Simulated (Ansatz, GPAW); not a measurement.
## Ballistic transport through a Pb chain with an H atom on top of one atom, from relaxation to T(E)

Aim: the conductance of a Pb chain with an H atom on top of one atom after relaxation, and whether geometry, basis or functional moves it most.

Program: GPAW 26.7.0 and Ansatz 0.2.0. Level of theory: Ansatz plane waves; relaxation of the junction with the lead ends held; PAW set soft_1, in the first sound run; inputs show where later runs differ. Results are calculated unless marked as measured.

**1. Starting point**

The cell holds 14 atoms: 13 Pb and 1 H. Its edges and angles: a = 9.000 Å, b = 9.000 Å, c = 37.700 Å, α = 90.0°, β = 90.0°, γ = 90.0°. Regions: left lead, 6 atoms (6 Pb); channel, 2 atoms (1 Pb and 1 H); right lead, 6 atoms (6 Pb). Vacuum lies along a and b. The structure is stacked along c, and the current runs across the ab planes.

Structure file:

```cif
data_structure
_symmetry_space_group_name_H-M 'P 1'
_symmetry_Int_Tables_number 1
_cell_length_a 9.0000
_cell_length_b 9.0000
_cell_length_c 37.7000
_cell_angle_alpha 90.000
_cell_angle_beta 90.000
_cell_angle_gamma 90.000
_cell_volume 3053.70
loop_
_atom_site_label
_atom_site_type_symbol
_atom_site_fract_x
_atom_site_fract_y
_atom_site_fract_z
_atom_site_occupancy
Pb1 Pb 0.50000 0.50000 0.03846 1
Pb2 Pb 0.50000 0.50000 0.11538 1
Pb3 Pb 0.50000 0.50000 0.19231 1
Pb4 Pb 0.50000 0.50000 0.26923 1
Pb5 Pb 0.50232 0.49674 0.34490 1
Pb6 Pb 0.49025 0.49882 0.42407 1
Pb7 Pb 0.50011 0.50171 0.50081 1
H8 H 0.67465 0.50884 0.49930 1
Pb9 Pb 0.50125 0.50913 0.57683 1
Pb10 Pb 0.50038 0.49829 0.65411 1
Pb11 Pb 0.50000 0.50000 0.73077 1
Pb12 Pb 0.50000 0.50000 0.80769 1
Pb13 Pb 0.50000 0.50000 0.88462 1
Pb14 Pb 0.50000 0.50000 0.96154 1
```

**2. Relaxing the atoms**

Transmission follows bond lengths closely, so the atoms between the held lead ends are relaxed first, from a slightly shaken start that lets symmetry break.

input.yaml reads:

```yaml
crystal:
  lattice:
    - [9.0, 0.0, 0.0]
    - [0.0, 9.0, 0.0]
    - [0.0, 0.0, 37.7]
  atoms:
    - { symbol: Pb, position: [0.5, 0.5, 0.0384615385] }
    - { symbol: Pb, position: [0.5, 0.5, 0.1153846154] }
    - { symbol: Pb, position: [0.5, 0.5, 0.1923076923] }
    - { symbol: Pb, position: [0.5, 0.5, 0.2692307692] }
    - { symbol: Pb, position: [0.5023183992, 0.4967350861, 0.3449017318] }
    - { symbol: Pb, position: [0.4902500981, 0.4988225595, 0.4240697133] }
    - { symbol: Pb, position: [0.5001102421, 0.5017061468, 0.5008142479] }
    - { symbol: H, position: [0.6746484028, 0.5088409557, 0.499302195] }
    - { symbol: Pb, position: [0.5012451769, 0.5091319361, 0.5768321599] }
    - { symbol: Pb, position: [0.5003809817, 0.4982937349, 0.6541123553] }
    - { symbol: Pb, position: [0.5, 0.5, 0.7307692308] }
    - { symbol: Pb, position: [0.5, 0.5, 0.8076923077] }
    - { symbol: Pb, position: [0.5, 0.5, 0.8846153846] }
    - { symbol: Pb, position: [0.5, 0.5, 0.9615384615] }
kpoints:
  mp_grid: { grid: [1, 1, 2] }
hamiltonian:
  xc: pbe
  pseudopotentials: { kind: paw, azcp: { folder: soft_1 } }
scf:
  occupations: { method: fermi_dirac, width: 0.1 }
relax:
  f_tol: 0.03
  max_steps: 80
  constraints: [{ sites: [0, 1, 2, 3, 10, 11, 12, 13] }]
```

The run is started by

```bash
> ansatz run input.yaml --threads 4 --pin off --max-ram 8192MiB --backend cpu --events-out ev --progress --plain --runs-dir out
```

Numbers of over 12 decimals in the logs are rounded to 6 here.

Log:

```text
Engine: ansatz 0.2.0, x86_64-unknown-linux-gnu
Pseudopotentials: kind: paw
Pseudopotential: Pb, paw, valence charge 14, recommended cutoff 420 eV (normal), soft_1/Pb.paw.azcp
Pseudopotential: H, paw, valence charge 1, recommended cutoff 420 eV (normal), soft_1/H.paw.azcp
Functional definition: PBE
  parameter kappa = 0.804
  parameter beta = 0.066725
  exchange = pbe_x(kappa = kappa, mu = beta*pi^2/3)
  correlation = pbe_c(beta = beta)
Crystal: 14 atoms, lattice volume = 3053.700 Å³
Basis set: ecut = 420 eV, 59633 PW (Γ), exchange–correlation on 128×128×512 points (8 copies of the dense FFT grid, shifted against one another)
Bands: 110, of which v1, the nominal top of the filled ones, is band 92 counted from 1 (91 counted from 0)
Symmetry: 1 space group operations
Space group: P1 (ITA 1), of the structure as read, at distance tolerance 1.5e-4 Å
k-points: 2
Non-local potential: Pb, projectors of the file, l = 0: 2, l = 1: 2, l = 2: 2, l = 3: 1
Non-local potential: H, projectors of the file, l = 0: 2, l = 1: 1
PAW form: soft (Blöchl's): semilocal exchange-correlation on the pseudo side does not see the compensation charge
PAW one-centre angular grid: Pb, 590 points (default); XC on 64 Gauss nodes
PAW one-centre angular grid: H, 110 points (default); XC on 64 Gauss nodes
Initial density: superposition of atomic densities (neutral atoms: chi_scale 0, normalization atom)
Initial wavefunctions: pseudopotential atomic-orbital guess
Functional: x = pbe(κ = 0.804, μ = 0.219515), c = pbe(β = 0.066725)
iter 1 solved again at ethr=1.90e-3 eV; its pass at ethr=3.10e-3 eV (dr2=3.48e0 eV) is discarded
SCF iter   1: F=—  HF=-154814.545234 eV  |F-HF|=—  |Δ(HF+E_count)|=         —  Δρ=8.29e-3  dr2=3.49e0  ethr=1.90e-3  ⟨swp⟩=1.0  Hψ=1242  notcnv=0
preconditioner: auto → LDOS  [metal: Δε(μ)=0.184 eV  Ē_g=3.471 eV  σ=0.100 eV  W_gap=0.38  n_scr=280 (ndim 8)  ℏωp=3.9 eV  f_vac=0.682  D(μ)=15.67/eV (n_scr^D=38)  β→1.0]
SCF iter   2: F=—  HF=-154813.420191 eV  |F-HF|=—  |Δ(HF+E_count)|=    1.13e0  Δρ=2.63e-3  dr2=2.70e-1  ethr=1.90e-3  ⟨swp⟩=5.0  Hψ=457  notcnv=0
SCF iter   3: F=—  HF=-154813.454518 eV  |F-HF|=—  |Δ(HF+E_count)|=   3.43e-2  Δρ=1.02e-3  dr2=5.07e-2  ethr=1.47e-4  ⟨swp⟩=3.0  Hψ=536  notcnv=0
SCF iter   4: F=—  HF=-154813.450374 eV  |F-HF|=—  |Δ(HF+E_count)|=   4.14e-3  Δρ=3.39e-4  dr2=7.72e-3  ethr=2.77e-5  ⟨swp⟩=2.0  Hψ=423  notcnv=0
SCF iter   5: F=—  HF=-154813.450366 eV  |F-HF|=—  |Δ(HF+E_count)|=   7.59e-6  Δρ=1.32e-4  dr2=1.28e-3  ethr=4.22e-6  ⟨swp⟩=3.0  Hψ=378  notcnv=0
SCF iter   6: F=—  HF=-154813.450207 eV  |F-HF|=—  |Δ(HF+E_count)|=   1.59e-4  Δρ=3.47e-5  dr2=1.01e-4  ethr=7.00e-7  ⟨swp⟩=3.0  Hψ=527  notcnv=0
SCF iter   7: F=-154813.450206 eV  HF=-154813.450206 eV  |F-HF|=1.49e-7  |Δ(HF+E_count)|=   9.24e-7  Δρ=1.02e-5  dr2=5.40e-6  ethr=1.23e-8  ⟨swp⟩=4.0  Hψ=1000  notcnv=0
SCF 1 converged in 7 iterations: F = -154813.450206 eV  dr2 = 5.40e-6
  greatest PAW one-centre occupation: 0.979 electrons in one spin orbital (limit 2), on the Pb atom at site 5 (counted from 0), in its partial waves of l = 2
relax step   1: F+E_penalty+E_count = -154813.45020601 eV  Δ(F+E_penalty+E_count) = +0.000e0 eV  max|allowed force component| = 4.445e0 eV/Å  Δτ_max = 0.0000 Å  (7 SCF iters, dr2 threshold 2.25e-5 eV, accepted)
Initial density: handed on by an earlier stage of this run
Initial wavefunctions: those handed on with the density
iter 1 solved again at ethr=1.84e-4 eV; its pass at ethr=3.10e-3 eV (dr2=3.37e-1 eV) is discarded
SCF iter   1: F=—  HF=-154814.109455 eV  |F-HF|=—  |Δ(HF+E_count)|=         —  Δρ=1.98e-3  dr2=3.40e-1  ethr=1.84e-4  ⟨swp⟩=1.5  Hψ=808  notcnv=0
preconditioner: auto → LDOS  [metal: Δε(μ)=0.190 eV  Ē_g=3.776 eV  σ=0.100 eV  W_gap=0.39  n_scr=280 (ndim 8)  ℏωp=4.0 eV  f_vac=0.701  D(μ)=14.59/eV (n_scr^D=38)  β→1.0]
SCF iter   2: F=—  HF=-154814.071154 eV  |F-HF|=—  |Δ(HF+E_count)|=   3.83e-2  Δρ=5.22e-4  dr2=2.58e-2  ethr=1.84e-4  ⟨swp⟩=2.0  Hψ=251  notcnv=0
SCF iter   3: F=—  HF=-154814.070231 eV  |F-HF|=—  |Δ(HF+E_count)|=   9.23e-4  Δρ=1.55e-4  dr2=2.81e-3  ethr=1.41e-5  ⟨swp⟩=2.0  Hψ=285  notcnv=0
SCF iter   4: F=—  HF=-154814.070067 eV  |F-HF|=—  |Δ(HF+E_count)|=   1.64e-4  Δρ=5.16e-5  dr2=2.50e-4  ethr=1.54e-6  ⟨swp⟩=2.0  Hψ=300  notcnv=0
SCF iter   5: F=-154814.070069 eV  HF=-154814.070066 eV  |F-HF|=2.68e-6  |Δ(HF+E_count)|=   1.18e-6  Δρ=1.18e-5  dr2=7.32e-6  ethr=5.46e-8  ⟨swp⟩=3.5  Hψ=898  notcnv=0
SCF 2 converged in 5 iterations: F = -154814.070069 eV  dr2 = 7.32e-6
relax step   2: F+E_penalty+E_count = -154814.07006897 eV  Δ(F+E_penalty+E_count) = -6.199e-1 eV  max|allowed force component| = 4.055e-1 eV/Å  Δτ_max = 0.1657 Å  (5 SCF iters, dr2 threshold 1.00e-4 eV, accepted)
SCF iter   1: F=—  HF=-154814.099472 eV  |F-HF|=—  |Δ(HF+E_count)|=         —  Δρ=6.61e-4  dr2=1.73e-2  ethr=8.51e-4  ⟨swp⟩=6.0  Hψ=515  notcnv=0
preconditioner: auto → LDOS  [metal: Δε(μ)=0.200 eV  Ē_g=3.776 eV  σ=0.100 eV  W_gap=0.41  n_scr=280 (ndim 8)  ℏωp=4.0 eV  f_vac=0.701  D(μ)=14.73/eV (n_scr^D=38)  β→1.0]
SCF iter   2: F=—  HF=-154814.098382 eV  |F-HF|=—  |Δ(HF+E_count)|=   1.09e-3  Δρ=2.93e-4  dr2=4.19e-3  ethr=9.43e-6  ⟨swp⟩=2.5  Hψ=437  notcnv=0
SCF iter   3: F=—  HF=-154814.098323 eV  |F-HF|=—  |Δ(HF+E_count)|=   5.90e-5  Δρ=1.15e-4  dr2=7.37e-4  ethr=2.29e-6  ⟨swp⟩=2.5  Hψ=406  notcnv=0
SCF iter   4: F=—  HF=-154814.098188 eV  |F-HF|=—  |Δ(HF+E_count)|=   1.35e-4  Δρ=3.05e-5  dr2=6.72e-5  ethr=4.03e-7  ⟨swp⟩=2.0  Hψ=393  notcnv=0
SCF iter   5: F=-154814.098189 eV  HF=-154814.098190 eV  |F-HF|=1.19e-6  |Δ(HF+E_count)|=   2.39e-6  Δρ=8.02e-6  dr2=3.29e-6  ethr=5.62e-9  ⟨swp⟩=4.0  Hψ=989  notcnv=0
SCF 3 converged in 5 iterations: F = -154814.098189 eV  dr2 = 3.29e-6
relax step   3: F+E_penalty+E_count = -154814.09818886 eV  Δ(F+E_penalty+E_count) = -2.812e-2 eV  max|allowed force component| = 1.167e-1 eV/Å  Δτ_max = 0.1185 Å  (5 SCF iters, dr2 threshold 1.03e-5 eV, accepted)
[... from here on, the SCF cycles and remarks between the steps are left out ...]
relax step   4: F+E_penalty+E_count = -154814.14088623 eV  Δ(F+E_penalty+E_count) = -4.270e-2 eV  max|allowed force component| = 1.464e-1 eV/Å  Δτ_max = 0.1953 Å  (7 SCF iters, accepted)
relax step   5: F+E_penalty+E_count = -154814.18814943 eV  Δ(F+E_penalty+E_count) = -4.726e-2 eV  max|allowed force component| = 1.716e-1 eV/Å  Δτ_max = 0.1952 Å  (6 SCF iters, dr2 threshold 1.77e-6 eV, accepted)
relax step   6: F+E_penalty+E_count = -154814.24016027 eV  Δ(F+E_penalty+E_count) = -5.201e-2 eV  max|allowed force component| = 1.020e-1 eV/Å  Δτ_max = 0.1949 Å  (5 SCF iters, dr2 threshold 2.95e-5 eV, accepted)
relax step   7: F+E_penalty+E_count = -154814.25854688 eV  Δ(F+E_penalty+E_count) = -1.839e-2 eV  max|allowed force component| = 4.694e-2 eV/Å  Δτ_max = 0.2000 Å  (6 SCF iters, dr2 threshold 3.67e-6 eV, accepted)
relax step   8: F+E_penalty+E_count = -154814.27700989 eV  Δ(F+E_penalty+E_count) = -1.846e-2 eV  max|allowed force component| = 6.701e-2 eV/Å  Δτ_max = 0.1928 Å  (7 SCF iters, accepted)
relax step   9: F+E_penalty+E_count = -154814.29739541 eV  Δ(F+E_penalty+E_count) = -2.039e-2 eV  max|allowed force component| = 9.595e-2 eV/Å  Δτ_max = 0.1903 Å  (6 SCF iters, dr2 threshold 9.52e-7 eV, accepted)
relax step  10: F+E_penalty+E_count = -154814.31271056 eV  Δ(F+E_penalty+E_count) = -1.532e-2 eV  max|allowed force component| = 2.698e-1 eV/Å  Δτ_max = 0.1998 Å  (6 SCF iters, dr2 threshold 9.21e-6 eV, accepted)
relax step  11: F+E_penalty+E_count = -154814.32840192 eV  Δ(F+E_penalty+E_count) = -1.569e-2 eV  max|allowed force component| = 5.697e-2 eV/Å  Δτ_max = 0.1997 Å  (5 SCF iters, dr2 threshold 7.28e-5 eV, accepted)
relax step  12: F+E_penalty+E_count = -154814.33473167 eV  Δ(F+E_penalty+E_count) = -6.330e-3 eV  max|allowed force component| = 2.221e-2 eV/Å  Δτ_max = 0.1031 Å  (7 SCF iters, accepted)
relax step  13: F+E_penalty+E_count = -154814.33997150 eV  Δ(F+E_penalty+E_count) = -5.240e-3 eV  max|allowed force component| = 8.165e-2 eV/Å  Δτ_max = 0.1955 Å  (8 SCF iters, accepted)
relax step  14: F+E_penalty+E_count = -154814.34200664 eV  Δ(F+E_penalty+E_count) = -2.035e-3 eV  max|allowed force component| = 4.551e-2 eV/Å  Δτ_max = 0.0953 Å  (6 SCF iters, dr2 threshold 1.01e-6 eV, accepted)
relax step  15: F+E_penalty+E_count = -154814.34267094 eV  Δ(F+E_penalty+E_count) = -6.643e-4 eV  max|allowed force component| = 1.010e-2 eV/Å  Δτ_max = 0.0494 Å  (6 SCF iters, accepted)
SCF iter   1: F=—  HF=-154814.342370 eV  |F-HF|=—  |Δ(HF+E_count)|=         —  Δρ=2.61e-4  dr2=1.86e-3  ethr=1.78e-5  ⟨swp⟩=4.0  Hψ=553  notcnv=0
preconditioner: auto → LDOS  [metal: Δε(μ)=0.048 eV  Ē_g=3.371 eV  σ=0.100 eV  W_gap=0.12  n_scr=280 (ndim 8)  ℏωp=3.9 eV  f_vac=0.697  D(μ)=16.39/eV (n_scr^D=46)  β→1.0]
SCF iter   2: F=—  HF=-154814.342204 eV  |F-HF|=—  |Δ(HF+E_count)|=   1.66e-4  Δρ=1.07e-4  dr2=5.24e-4  ethr=1.01e-6  ⟨swp⟩=2.5  Hψ=434  notcnv=0
SCF iter   3: F=—  HF=-154814.342096 eV  |F-HF|=—  |Δ(HF+E_count)|=   1.09e-4  Δρ=3.49e-5  dr2=6.28e-5  ethr=2.87e-7  ⟨swp⟩=2.0  Hψ=405  notcnv=0
SCF iter   4: F=—  HF=-154814.342722 eV  |F-HF|=—  |Δ(HF+E_count)|=   6.27e-4  Δρ=9.10e-6  dr2=5.62e-6  ethr=3.43e-8  ⟨swp⟩=2.0  Hψ=400  notcnv=0
SCF iter   5: F=—  HF=-154814.342724 eV  |F-HF|=—  |Δ(HF+E_count)|=   1.36e-6  Δρ=2.80e-6  dr2=4.54e-7  ethr=3.07e-9  ⟨swp⟩=2.0  Hψ=324  notcnv=0
SCF iter   6: F=-154814.342724 eV  HF=-154814.342724 eV  |F-HF|=2.12e-8  |Δ(HF+E_count)|=   6.25e-8  Δρ=9.11e-7  dr2=4.34e-8  ethr=5.46e-11  ⟨swp⟩=5.5  Hψ=841  notcnv=0
SCF 16 converged in 6 iterations: F = -154814.342724 eV  dr2 = 4.34e-8
relax step  16: F+E_penalty+E_count = -154814.34272390 eV  Δ(F+E_penalty+E_count) = -5.296e-5 eV  max|allowed force component| = 2.583e-2 eV/Å  Δτ_max = 0.0334 Å  (6 SCF iters, accepted)
SCF converged after 6 iterations
Free energy (F): -154814.342724 eV
Harris-Foulkes:  -154814.342724 eV  (|F-HF|=2.12e-8)
Internal energy: -154813.796287 eV  (E = F + TS)
E sigma→0 (E₀):  -154814.069505 eV
Entropy (-TS):   -0.546437 eV (-39.031 meV/atom)
Fermi energy:    -2.141524 eV
--- Per-component energies (eV) ---
  E_band       = -2823.203778
  E_kinetic    = 3810.726889
  E_local      = -36475.255810  (includes V_loc(G=0)·N_el)
  E_nonlocal   = 3968.875134
  E_hartree    = 15581.779483
  E_xc         = -2659.271328
  E_vxc        = -1771.058691  (∫ρ·V_xc dr)
  E_paw        = -135119.850911  (= ΣΔE_a)
  E_vpaw       = -3520.053084  (= ΣTr[D̂ρ^β])
  E_aug_tail   = -0.000957  (compensation charges beyond the density's cutoff)
  E_ewald      = -3920.798788
  E_smearing   = -0.546437  (= −TS)
  E_closure    = -0.000000  (closes the sum)
  Σ components = -154814.342724   (vs F -154814.342724, Δ=0.00e0)
--- Forces (eV/Å), atoms counted from 1 ---
  atom   1  Pb    -0.01100406     0.00008526    -0.09705016
  atom   2  Pb    -0.00901059    -0.00109806    -0.02071953
  atom   3  Pb    -0.03507039    -0.00352779     0.03963448
  atom   4  Pb     0.05839950     0.00643129     0.42105091
  atom   5  Pb    -0.00112918    -0.00233615     0.00966283
  atom   6  Pb    -0.00081346     0.00024935    -0.00027613
  atom   7  Pb     0.02267756     0.00396144     0.00276712
  atom   8  H     -0.02582796    -0.00380508    -0.00128715
  atom   9  Pb     0.00085276     0.00080370    -0.00147606
  atom  10  Pb    -0.00175944     0.00128393    -0.00270042
  atom  11  Pb     0.05416171     0.00940837    -0.42747685
  atom  12  Pb    -0.03296069    -0.00680765    -0.04176992
  atom  13  Pb    -0.00925483    -0.00177670     0.02577743
  atom  14  Pb    -0.00923948    -0.00285989     0.09382536
  max |Σ_I F_I| component: 3.81e-5 eV/Å
--- Relaxed structure (16 steps of the walk, 16 accepted, 0 SCFs on fresh bases) ---
  F+E_penalty+E_count = -154814.34272390 eV   max|allowed force component| = 2.583e-2 eV/Å
  atoms:
    - { symbol: Pb, position: [0.5, 0.5, 0.0384615385] }
    - { symbol: Pb, position: [0.5, 0.5, 0.1153846154] }
    - { symbol: Pb, position: [0.5, 0.5, 0.1923076923] }
    - { symbol: Pb, position: [0.5, 0.5, 0.2692307692] }
    - { symbol: Pb, position: [0.385890, 0.485520, 0.343468] }
    - { symbol: Pb, position: [0.510946, 0.501526, 0.416396] }
    - { symbol: Pb, position: [0.451100, 0.491944, 0.499686] }
    - { symbol: H, position: [0.657597, 0.524769, 0.500198] }
    - { symbol: Pb, position: [0.509675, 0.499479, 0.583041] }
    - { symbol: Pb, position: [0.388551, 0.479835, 0.656303] }
    - { symbol: Pb, position: [0.5, 0.5, 0.7307692308] }
    - { symbol: Pb, position: [0.5, 0.5, 0.8076923077] }
    - { symbol: Pb, position: [0.5, 0.5, 0.884615] }
    - { symbol: Pb, position: [0.5, 0.5, 0.9615384615] }
```

The job ended after 2.3 min (4 threads of Intel Xeon Platinum 8375C at 2.90GHz (Ice Lake), shared host; peak memory 3.5 GiB; 8.5 min of CPU time).

The steps of the relaxation:

```
step  energy less that of the first step (eV)  largest force component (eV/Å)
   1                                   0.0000                          4.4450
   2                                  -0.6199                          0.4055
   3                                  -0.6480                          0.1167
   4                                  -0.6907                          0.1464
   5                                  -0.7379                          0.1716
   6                                  -0.7900                          0.1020
   7                                  -0.8083                          0.0469
   8                                  -0.8268                          0.0670
   9                                  -0.8472                          0.0960
  10                                  -0.8625                          0.2698
  11                                  -0.8782                          0.0570
  12                                  -0.8845                          0.0222
  13                                  -0.8898                          0.0817
  14                                  -0.8918                          0.0455
  15                                  -0.8925                          0.0101
  16                                  -0.8925                          0.0258
```

The atoms that moved most (Å):

| atom | dx | dy | dz | length |
| --- | --- | --- | --- | --- |
| Pb5 | -1.048 | -0.101 | -0.054 | 1.054 |
| Pb10 | -1.006 | -0.166 | 0.083 | 1.023 |
| Pb7 | -0.441 | -0.088 | -0.043 | 0.452 |
| Pb6 | 0.186 | 0.024 | -0.289 | 0.345 |
| Pb9 | 0.076 | -0.087 | 0.234 | 0.261 |
| H8 | -0.153 | 0.143 | 0.034 | 0.213 |

This step gave:

| Quantity | Value |
| --- | --- |
| free energy | -154814.3427 eV |
| smearing term TS | 0.5464 eV |
| symmetry operations | 1 |

The relaxation lowered the energy of the cell by 0.893 eV.

[end of part 1 of 4]

[Logs are printed without paths, hosts, clocks, repeated set-up lines and the standing remarks that a program may print on its own settings, such as how far it seeks lower states.]

[Hosts, paths, dates, database ids (printed as entryN), source tags and the programs' standing remarks are cut or masked in the printed files.]
